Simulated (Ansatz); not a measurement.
# Pt (P6_3/mmc) in Ansatz: notebook

The runs below take Pt through relaxation of cell and atoms, with PBEsol.

Program: Ansatz 0.2.0. These are calculated values, not measurements. Logs are shortened: lines on timing, memory, paths and dates and some standing lists are left out, and cuts for length are marked.

## Step 1: The crystal as given

Symmetry: P6_3/mmc, No. 194, hexagonal system. The conventional cell has a = 2.761 Å, b = 2.761 Å, c = 4.792 Å, α = 90.00°, β = 90.00°, γ = 120.00°. Pt (site symmetry -6m2) has 12 Pt at 2.76 to 2.88 Å as nearest neighbours.

This isn't the form of Pt at room conditions, which is fcc.

## Step 2: Relaxation of cell and atoms, PBEsol, target pressure 10 GPa, at which the enthalpy is minimised

The input, input.yaml:

```yaml
crystal:
  lattice:
    - [2.7606656158, 0.0, 0.0]
    - [-1.3803328079, 2.3908065546, 0.0]
    - [0.0, 0.0, 4.792134]
  atoms:
    - { symbol: Pt, position: [0.3333333333, 0.6666666667, 0.25] }
    - { symbol: Pt, position: [0.6666666667, 0.3333333333, 0.75] }
hamiltonian:
  xc: pbesol
  pseudopotentials: { kind: paw }
kpoints:
  mp_grid: { grid: [11, 11, 6] }
scf:
  occupations: { method: fermi_dirac, width: 0.05 }
output:
  forces: true
  stress: true
  eigenvalues: true
relax:
  f_tol: 0.01
  max_steps: 40
  cell: { stress_tol: 0.05, p_target: 10.0 }
```

Potentials or basis: Ansatz PAW.

The run is started by

```bash
> ansatz run input.yaml --threads 2 --pin off --max-ram 5632MiB --backend cpu --events-out ev --progress --plain --runs-dir out
```

Output:

```text
Warning: RAYON_NUM_THREADS=2 ignored (pool sized by the plan → 2); use --threads N
Engine: ansatz 0.2.0, x86_64-unknown-linux-gnu
Pseudopotentials: kind: paw
Pseudopotential: Pt, paw, valence charge 18, recommended cutoff 420 eV (normal), Pt.paw.azcp
Functional definition: PBEsol
  exchange = pbesol_x
  correlation = pbesol_c
Crystal: 2 atoms, lattice volume = 31.629 Å³
Basis set: ecut = 420 eV, 623 PW (Γ), exchange–correlation on 40×40×72 points (8 copies of the dense FFT grid, shifted against one another)
Bands: 22, of which v1, the nominal top of the filled ones, is band 18 counted from 1 (17 counted from 0)
Symmetry: 24 space group operations
Space group: P63/mmc (ITA 194), of the structure as read, at distance tolerance 3.2e-5 Å
k-points: 64 of 726
Non-local potential: Pt, projectors of the file, l = 0: 3, l = 1: 2, l = 2: 2, l = 3: 1
PAW form: soft (Blöchl's): semilocal exchange-correlation on the pseudo side does not see the compensation charge
PAW frozen core: Pt, regenerated for the run's functional, and the local potential with it (the file was generated under x = pbe(κ = 0.804, μ = 0.2195149727645171), c = pbe(β = 0.06672455060314922))
PAW one-centre angular grid: Pt, 590 points (default); XC on 64 Gauss nodes
Initial density: superposition of atomic densities (neutral atoms: chi_scale 0, normalization atom), corrected by the library's trained network
Initial wavefunctions: pseudopotential atomic-orbital guess
Functional: x = pbesol(κ = 0.804, μ = 0.12345679012345678), c = pbesol(β = 0.046)
SCF iter   1: F=—  HF=-24767.472097 eV  |F-HF|=—  |Δ(HF+E_count)|=         —  Δρ=9.01e-3  dr2=1.59e-2  ethr=1.77e-3  ⟨swp⟩=5.2  Hψ=5468  notcnv=0
preconditioner: auto → Kerker (q_TF=auto, 2.788 Å⁻¹)  [metal: Δε(μ)=0.004 eV  Ē_g=9.036 eV  σ=0.050 eV  W_gap=0.02  n_scr=10 (ndim 8)  ℏωp=29.5 eV  f_vac=0.000  D(μ)=4.41/eV (n_scr^D=66)]
SCF iter   2: F=—  HF=-24767.470589 eV  |F-HF|=—  |Δ(HF+E_count)|=   1.51e-3  Δρ=4.55e-3  dr2=4.09e-3  ethr=4.41e-5  ⟨swp⟩=2.3  Hψ=2377  notcnv=0
SCF iter   3: F=—  HF=-24767.469741 eV  |F-HF|=—  |Δ(HF+E_count)|=   8.47e-4  Δρ=6.02e-4  dr2=6.40e-5  ethr=1.14e-5  ⟨swp⟩=2.0  Hψ=1975  notcnv=0
SCF iter   4: F=—  HF=-24767.469755 eV  |F-HF|=—  |Δ(HF+E_count)|=   1.32e-5  Δρ=1.06e-4  dr2=3.12e-6  ethr=1.78e-7  ⟨swp⟩=1.7  Hψ=1890  notcnv=0
SCF iter   5: F=—  HF=-24767.469755 eV  |F-HF|=—  |Δ(HF+E_count)|=   7.55e-8  Δρ=2.93e-5  dr2=1.73e-7  ethr=8.67e-9  ⟨swp⟩=1.7  Hψ=2130  notcnv=0
SCF iter   6: F=-24767.469754 eV  HF=-24767.469754 eV  |F-HF|=2.35e-9  |Δ(HF+E_count)|=   2.76e-8  Δρ=6.65e-6  dr2=9.92e-9  ethr=2.78e-10  ⟨swp⟩=4.0  Hψ=4673  notcnv=0
SCF 1 converged in 6 iterations: F = -24767.469754 eV  dr2 = 9.92e-9
relax step   1: F+E_penalty+E_count = -24767.46975449 eV  Δ(F+E_penalty+E_count) = +0.000e0 eV  max|allowed force component| = 8.789e-17 eV/Å  Δτ_max = 0.0000 Å  P = -10.640 GPa  Ω = 31.629 Å³  (6 SCF iters, dr2 threshold 1.00e-7 eV, accepted)
Crystal: 2 atoms, lattice volume = 27.800 Å³
Basis set: ecut = 420 eV, 549 PW (Γ), exchange–correlation on 40×40×72 points (8 copies of the dense FFT grid, shifted against one another)
Initial density: handed on by an earlier stage of this run
Initial wavefunctions: those handed on with the density
iter 1 solved again at ethr=3.80e-5 eV; its pass at ethr=3.10e-3 eV (dr2=1.37e-2 eV) is discarded
SCF iter   1: F=—  HF=-24767.307180 eV  |F-HF|=—  |Δ(HF+E_count)|=         —  Δρ=9.26e-3  dr2=1.33e-2  ethr=3.80e-5  ⟨swp⟩=2.2  Hψ=7953  notcnv=0
preconditioner: auto → Kerker (q_TF=auto, 2.848 Å⁻¹)  [metal: Δε(μ)=0.003 eV  Ē_g=10.281 eV  σ=0.050 eV  W_gap=0.02  n_scr=10 (ndim 8)  ℏωp=31.5 eV  f_vac=0.000  D(μ)=3.95/eV (n_scr^D=66)]
SCF iter   2: F=—  HF=-24767.305553 eV  |F-HF|=—  |Δ(HF+E_count)|=   1.63e-3  Δρ=5.47e-3  dr2=4.32e-3  ethr=3.70e-5  ⟨swp⟩=1.0  Hψ=1408  notcnv=0
SCF iter   3: F=—  HF=-24767.304803 eV  |F-HF|=—  |Δ(HF+E_count)|=   7.49e-4  Δρ=5.07e-4  dr2=4.88e-5  ethr=1.20e-5  ⟨swp⟩=2.3  Hψ=2004  notcnv=0
SCF iter   4: F=—  HF=-24767.304801 eV  |F-HF|=—  |Δ(HF+E_count)|=   1.89e-6  Δρ=1.75e-4  dr2=4.63e-6  ethr=1.36e-7  ⟨swp⟩=2.2  Hψ=2519  notcnv=0
iter 5 did not close the SCF: its close was put off for the readings that it lacked (scf_convergence_deferred on its scf_iter line)
SCF iter   5: F=-24767.304802 eV  HF=-24767.304802 eV  |F-HF|=2.34e-8  |Δ(HF+E_count)|=   4.62e-7  Δρ=2.87e-5  dr2=1.36e-7  ethr=1.29e-8  ⟨swp⟩=2.4  Hψ=2107  notcnv=0
[... 60 lines left out ...]
Basis set: ecut = 420 eV, 573 PW (Γ), exchange–correlation on 40×40×64 points (8 copies of the dense FFT grid, shifted against one another)
Initial wavefunctions: pseudopotential atomic-orbital guess (no wavefunctions were taken with the density)
iter 1 solved again at ethr=8.08e-9 eV; its pass at ethr=3.10e-3 eV (dr2=2.91e-6 eV) is discarded
SCF iter   1: F=—  HF=-24767.488157 eV  |F-HF|=—  |Δ(HF+E_count)|=         —  Δρ=2.15e-4  dr2=2.17e-6  ethr=8.08e-9  ⟨swp⟩=4.2  Hψ=10270  notcnv=0
preconditioner: auto → Kerker (q_TF=auto, 2.824 Å⁻¹)  [metal: Δε(μ)=0.007 eV  Ē_g=9.731 eV  σ=0.050 eV  W_gap=0.03  n_scr=10 (ndim 8)  ℏωp=30.7 eV  f_vac=0.000  D(μ)=4.35/eV (n_scr^D=66)]
SCF iter   2: F=—  HF=-24767.488146 eV  |F-HF|=—  |Δ(HF+E_count)|=   1.15e-5  Δρ=1.13e-4  dr2=5.57e-7  ethr=6.02e-9  ⟨swp⟩=1.0  Hψ=1409  notcnv=0
SCF iter   3: F=—  HF=-24767.488146 eV  |F-HF|=—  |Δ(HF+E_count)|=   9.01e-8  Δρ=5.48e-6  dr2=1.67e-9  ethr=1.55e-9  ⟨swp⟩=3.0  Hψ=2580  notcnv=0
SCF iter   4: F=—  HF=-24767.488146 eV  |F-HF|=—  |Δ(HF+E_count)|=   1.12e-9  Δρ=5.53e-7  dr2=2.38e-11  ethr=4.63e-12  ⟨swp⟩=2.4  Hψ=2362  notcnv=0
iter 5 did not close the SCF: its close was put off for the readings that it lacked (scf_convergence_deferred on its scf_iter line)
SCF iter   5: F=-24767.488146 eV  HF=-24767.488146 eV  |F-HF|=3.64e-12  |Δ(HF+E_count)|=  3.64e-12  Δρ=9.55e-8  dr2=2.39e-12  ethr=1.00e-12  ⟨swp⟩=1.0  Hψ=1408  notcnv=0
iter 6 did not close the SCF: its close was put off for the readings that it lacked (scf_convergence_deferred on its scf_iter line)
SCF iter   6: F=-24767.488146 eV  HF=-24767.488146 eV  |F-HF|=2.18e-11  |Δ(HF+E_count)|=    0.00e0  Δρ=1.66e-8  dr2=3.46e-14  ethr=1.00e-12  ⟨swp⟩=1.0  Hψ=1408  notcnv=0
iter 7 did not close the SCF: its close was put off for the readings that it lacked (scf_convergence_deferred on its scf_iter line)
SCF iter   7: F=-24767.488146 eV  HF=-24767.488146 eV  |F-HF|=1.82e-11  |Δ(HF+E_count)|=  1.46e-11  Δρ=3.60e-9  dr2=2.84e-15  ethr=1.00e-12  ⟨swp⟩=1.0  Hψ=1408  notcnv=0
iter 8 did not close the SCF: its close was put off for the readings that it lacked (scf_convergence_deferred on its scf_iter line)
SCF iter   8: F=-24767.488146 eV  HF=-24767.488146 eV  |F-HF|=0.00e0  |Δ(HF+E_count)|=  3.64e-12  Δρ=7.28e-10  dr2=1.20e-16  ethr=1.00e-12  ⟨swp⟩=1.0  Hψ=1408  notcnv=0
SCF iter   9: F=-24767.488146 eV  HF=-24767.488146 eV  |F-HF|=7.28e-12  |Δ(HF+E_count)|=  3.64e-12  Δρ=2.55e-10  dr2=1.92e-17  ethr=1.00e-12  ⟨swp⟩=1.6  Hψ=3188  notcnv=0
SCF 7 converged in 9 iterations: F = -24767.488146 eV  dr2 = 1.92e-17
relax step   7: F+E_penalty+E_count = -24767.48814562 eV  Δ(F+E_penalty+E_count) = +1.015e-3 eV  max|allowed force component| = 2.128e-16 eV/Å  Δτ_max = 0.0000 Å  P = +10.026 GPa  Ω = 29.299 Å³  stress off target by 2.92e-2 GPa  SCF on the basis re-selected at this cell (its energy is not comparable with the rows above)  (9 SCF iters)
basis re-selected at this cell: Δ(F+E_penalty+E_count) = +1.015e-3 eV, ΔP = +0.025 GPa vs the last step (what re-selecting the basis moved, of the pressure what is left beyond the Pulay correction that the steps carried, after the strain that the cell walked since its last selection, with what the two solves' SCF thresholds leave and, on support functions, any second-order correction that the steps lacked; it is no measure of the basis error at this ecutwfc). The dense FFT grid was sized anew with the basis: this SCF ran on 20×20×32 points, the steps before it on 20×20×36, so part of this shift can come from that change (see relax.cell in the input reference). This SCF's stress stands 2.92e-2 GPa from its target on what of the cell is left free (relax.cell.stress_tol is 5.00e-2 GPa) and its largest allowed force component is 2.13e-16 eV/Å (relax.f_tol is 1.00e-2 eV/Å): within both
SCF converged after 9 iterations
Free energy (F): -24767.488146 eV
Harris-Foulkes:  -24767.488146 eV  (|F-HF|=7.28e-12)
Internal energy: -24767.453738 eV  (E = F + TS)
E sigma→0 (E₀):  -24767.470942 eV
Entropy (-TS):   -0.034408 eV (-17.204 meV/atom)
Fermi energy:    24.119285 eV
--- Per-component energies (eV) ---
  E_band       = -235.524330
  E_kinetic    = 1278.758540
  E_local      = -2853.620363  (includes V_loc(G=0)·N_el)
  E_nonlocal   = 406.045664
  E_hartree    = 1061.055753
  E_xc         = -521.919351
  E_vxc        = -606.464792  (∫ρ·V_xc dr)
  E_paw        = -18632.919802  (= ΣΔE_a)
  E_vpaw       = -582.355235  (= ΣTr[D̂ρ^β])
  E_aug_tail   = 0.000351  (compensation charges beyond the density's cutoff)
  E_ewald      = -5505.428493
  E_core_change = 0.573962  (= ΣΔE_core)
  E_smearing   = -0.034408  (= −TS)
  E_closure    = 0.000000  (closes the sum)
  Σ components = -24767.488146   (vs F -24767.488146, Δ=0.00e0)
--- Forces (eV/Å), atoms counted from 1 ---
  atom   1  Pt    -0.00000000    -0.00000000    -0.00000000
  atom   2  Pt    -0.00000000     0.00000000     0.00000000
  max |Σ_I F_I| component: 2.78e-17 eV/Å
--- Stress (GPa, compression-positive) ---
       10.029230      -0.000000       0.000000
       -0.000000      10.029230       0.000000
        0.000000       0.000000      10.019145
  P = ⅓ Tr σ = 10.0259 GPa (100.259 kbar)
--- Band table (eV; the first three rows and the last of 64) ---
  k-point 0: bands = ["-74.5106", "-74.4799", "-28.8580", "-28.5230", "-28.5230", "-28.4646", "-28.4646", "-28.3930", "13.5074", "16.3000", "19.7651", "20.2506", "20.2506", "20.7000", "20.7000", "21.9435", "21.9435", "23.0972", "23.8551", "23.8551", "29.4933", "38.9245"]
  k-point 1: bands = ["-74.5086", "-74.4820", "-28.8277", "-28.5191", "-28.5191", "-28.4685", "-28.4685", "-28.4249", "13.7704", "16.2767", "19.6877", "20.2038", "20.2038", "20.6128", "20.6128", "22.0795", "22.1589", "22.1589", "23.8050", "23.8050", "30.9632", "38.3552"]
  k-point 2: bands = ["-74.5030", "-74.4876", "-28.7441", "-28.5116", "-28.5085", "-28.5085", "-28.4792", "-28.4792", "14.4935", "16.0748", "19.5497", "20.1649", "20.1649", "20.4169", "20.4169", "20.5127", "22.6564", "22.6564", "23.6028", "23.6028", "33.9277", "37.8754"]
  k-point 63: bands = ["-74.4598", "-74.4598", "-28.9003", "-28.9003", "-28.7933", "-28.7933", "-28.5090", "-28.5090", "18.1259", "18.1259", "19.0599", "19.0599", "20.0082", "20.0082", "21.5441", "21.5441", "23.9487", "23.9487", "30.1521", "30.1521", "31.2658", "31.2658"]
--- Relaxed structure (6 steps of the walk, 6 accepted, 1 SCFs on fresh bases) ---
  F+E_penalty+E_count = -24767.48814562 eV   max|allowed force component| = 2.128e-16 eV/Å   (the final SCF, on the basis selected at the relaxed cell)
  cell:  # Å, volume = 29.2994 Å³
    - [2.7060570863914943, 1.0087335751514855e-33, 7.845705584511552e-34]
    - [-1.3530285431957472, 2.3435141809059354, -2.4629192920928237e-18]
    - [1.3619060660819455e-33, -4.936676811469284e-18, 4.620133070230971]
  atoms:
    - { symbol: Pt, position: [0.3333333333333333, 0.6666666666666666, 0.24999999999999997] }
    - { symbol: Pt, position: [0.6666666666666666, 0.3333333333333333, 0.7499999999999999] }
```

Run time: 6.9 s. Hardware: 2 threads of Intel Xeon Platinum 8375C at 2.90GHz (Ice Lake), shared host; peak memory 0.4 GiB.

Results:

```
Free energy                                            : -24767.4881 eV
Relaxed volume                                         : 14.65 Å³/atom
Relaxed cell                                           : a = 2.706 Å, b = 2.706 Å, c = 4.620 Å, α = 90.00°, β = 90.00°, γ = 120.00°
Space group after relaxing (to 0.05 Å)                 : P6_3/mmc (No. 194)
Energy change on relaxing (the enthalpy is what falls) : -9.2 meV/atom
Ionic steps                                            : 7
Pressure after relaxing                                : 10.0 GPa
Band gap on the k mesh                                 : none (metal or under the smearing width)
```

Step by step:
```tsv
step	energy change (eV)	largest force (eV/Å)	volume (Å³)
1	0.0000	0.0000	31.63
2	0.1650	0.0000	27.80
3	-0.0325	0.0000	29.56
4	-0.0211	0.0000	29.33
5	-0.0193	0.0000	29.30
6	-0.0194	0.0000	29.30
7	-0.0184	0.0000	29.30
```

Final structure:
```
Pt
1.0
     2.70606    0.00000    0.00000
    -1.35303    2.34351    0.00000
     0.00000    0.00000    4.62013
Pt
2
Direct
  0.33333 0.66667 0.25000
  0.66667 0.33333 0.75000
```

Levels at points of the mesh, in eV from the Fermi level:
```tsv
k point	band 14	band 15	band 16	band 17	band 18	band 19	band 20	band 21	band 22
(0.00, 0.00, 0.00)	-3.42	-3.42	-2.18	-2.18	-1.02	-0.26	-0.26	5.37	14.81
(0.00, 0.00, -0.50)	-3.88	-3.88	-3.88	-0.92	-0.92	-0.92	-0.92	12.71	12.71
```

Caveat: the plane-wave basis is chosen anew once the cell has moved, so the energies of steps on either side of that aren't comparable; the PAW data sets come from PBE, with cores solved anew for the run's functional, which leaves a small shift of forces and pressure. The run has no spin-orbit coupling, so splittings on Pt are missing.

## Step 3: Relaxation of cell and atoms, PBEsol, target pressure 20 GPa, at which the enthalpy is minimised

Changes to input.yaml since step 2:

```diff
@@ -19,2 +19,6 @@
   eigenvalues: true
+  write_density: true
+  write_potential: true
+  elf: true
+  volumetric_format: npy
 relax:
@@ -22,2 +26,2 @@
   max_steps: 40
-  cell: { stress_tol: 0.05, p_target: 10.0 }
+  cell: { stress_tol: 0.05, p_target: 20.0 }
```

Potentials or basis: Ansatz PAW.

The run is started by

```bash
> ansatz run input.yaml --threads 2 --pin off --max-ram 5632MiB --backend cpu --events-out ev --progress --plain --runs-dir out
```

Wall time 7.3 s (2 threads of Intel Xeon Platinum 8375C at 2.90GHz (Ice Lake), shared host); peak memory 0.39 GiB.

Results (log left out):

* Free energy: -24767.4130 eV
* Relaxed volume: 14.25 Å³/atom
* Relaxed cell: a = 2.684 Å, b = 2.684 Å, c = 4.568 Å, α = 90.00°, β = 90.00°, γ = 120.00°
* Space group after relaxing (to 0.05 Å): P6_3/mmc (No. 194)
* Energy change on relaxing (the enthalpy is what falls): +28.4 meV/atom
* Ionic steps: 7
* Pressure after relaxing: 20.0 GPa
* Band gap on the k mesh: none (metal or under the smearing width)

The path:
```
step  energy change (eV)  largest force (eV/Å)  volume (Å³)
   1              0.0000                0.0000        31.63
   2              0.2072                0.0000        27.60
   3              0.0322                0.0000        28.70
   4              0.0527                0.0000        28.51
   5              0.0555                0.0000        28.49
   6              0.0553                0.0000        28.49
   7              0.0568                0.0000        28.49
```

Final structure:
```xyz
2
Lattice="2.6836 0.0000 0.0000 -1.3418 2.3241 0.0000 0.0000 0.0000 4.5679" Properties=species:S:1:pos:R:3 pbc="T T T"
Pt    0.0000    1.5494    1.1420
Pt    1.3418    0.7747    3.4259
```

Levels at points of the mesh, in eV from the Fermi level:
| k point | band 14 | band 15 | band 16 | band 17 | band 18 | band 19 | band 20 | band 21 | band 22 |
| --- | --- | --- | --- | --- | --- | --- | --- | --- | --- |
| (0.00, 0.00, 0.00) | -3.57 | -3.57 | -2.31 | -2.31 | -1.12 | -0.28 | -0.28 | 5.62 | 14.72 |
| (0.00, 0.00, -0.50) | -4.07 | -4.07 | -4.07 | -0.97 | -0.97 | -0.97 | -0.97 | 12.93 | 12.93 |

Caveat: the plane-wave basis is chosen anew once the cell has moved, so the energies of steps on either side of that aren't comparable; the PAW data sets come from PBE, with cores solved anew for the run's functional, which leaves a small shift of forces and pressure.

## Step 4: Relaxation of cell and atoms, PBEsol, target pressure 30 GPa, at which the enthalpy is minimised

Changes to input.yaml since step 3:

```diff
@@ -26,2 +26,2 @@
   max_steps: 40
-  cell: { stress_tol: 0.05, p_target: 20.0 }
+  cell: { stress_tol: 0.05, p_target: 30.0 }
```

The run is started by

```bash
> ansatz run input.yaml --threads 2 --pin off --max-ram 5632MiB --backend cpu --events-out ev --progress --plain --runs-dir out
```

It took 8 s on 2 threads of Intel Xeon Platinum 8375C at 2.90GHz (Ice Lake), shared host; peak memory 0.39 GiB.

The run converged. Its results:

```yaml
Free_energy: -24767.3060 eV
Relaxed_volume: 13.90 Å³/atom
Relaxed_cell: a = 2.664 Å, b = 2.664 Å, c = 4.524 Å, α = 90.00°, β = 90.00°, γ = 120.00°
Space_group_after_relaxing_to_0.05_Å: P6_3/mmc (No. 194)
Energy_change_on_relaxing_the_enthalpy_is_what_falls: +81.9 meV/atom
Ionic_steps: 8
Pressure_after_relaxing: 30.0 GPa
Band_gap_on_the_k_mesh: none (metal or under the smearing width)
```

Step by step:
| step | energy change (eV) | largest force (eV/Å) | volume (Å³) |
| --- | --- | --- | --- |
| 1 | 0.0000 | 0.0000 | 31.63 |
| 2 | 0.2321 | 0.0000 | 27.49 |
| 3 | 0.1471 | 0.0000 | 27.89 |
| 4 | 0.1597 | 0.0000 | 27.81 |
| 5 | 0.1623 | 0.0000 | 27.80 |
| 6 | 0.1642 | 0.0000 | 27.80 |
| 7 | 0.1638 | 0.0000 | 27.80 |
| 8 | 0.1638 | 0.0000 | 27.80 |

Final structure:
```cif
data_structure
_symmetry_space_group_name_H-M 'P 1'
_symmetry_Int_Tables_number 1
_cell_length_a 2.6639
_cell_length_b 2.6639
_cell_length_c 4.5237
_cell_angle_alpha 90.000
_cell_angle_beta 90.000
_cell_angle_gamma 120.000
_cell_volume 27.80
loop_
_atom_site_label
_atom_site_type_symbol
_atom_site_fract_x
_atom_site_fract_y
_atom_site_fract_z
_atom_site_occupancy
Pt1 Pt 0.33333 0.66667 0.25000 1
Pt2 Pt 0.66667 0.33333 0.75000 1
```

Levels at points of the mesh, in eV from the Fermi level:
```csv
k point,band 14,band 15,band 16,band 17,band 18,band 19,band 20,band 21,band 22
"(0.00, 0.00, 0.00)",-3.71,-3.71,-2.42,-2.42,-1.21,-0.30,-0.30,5.84,14.64
"(0.00, 0.00, -0.50)",-4.23,-4.23,-4.23,-1.01,-1.01,-1.01,-1.01,13.09,13.09
```

Caveat: the plane-wave basis is chosen anew once the cell has moved, so the energies of steps on either side of that aren't comparable; the PAW data sets come from PBE, with cores solved anew for the run's functional, which leaves a small shift of forces and pressure.

## Step 5: Overview

```tsv
cell	target pressure (GPa)	gap on the mesh (eV)	pressure (GPa)
relaxed to 10 GPa	10	none	10.0
relaxed to 20 GPa	20	none	20.0
relaxed to 30 GPa	30	none	30.0
```

Alike in all rows: task relaxation of cell and atoms; level PBEsol; potentials or basis Ansatz PAW; no spin polarisation; k mesh 11 × 11 × 6; cutoff (eV) 420; smearing fermi-dirac 0.05 eV.

Caveats: the plane-wave basis is chosen anew once the cell has moved, so the energies of steps on either side of that aren't comparable; the PAW data sets come from PBE, with cores solved anew for the run's functional, which leaves a small shift of forces and pressure.

Total energies depend on the potentials used, so only differences within one code and one set of settings carry meaning.
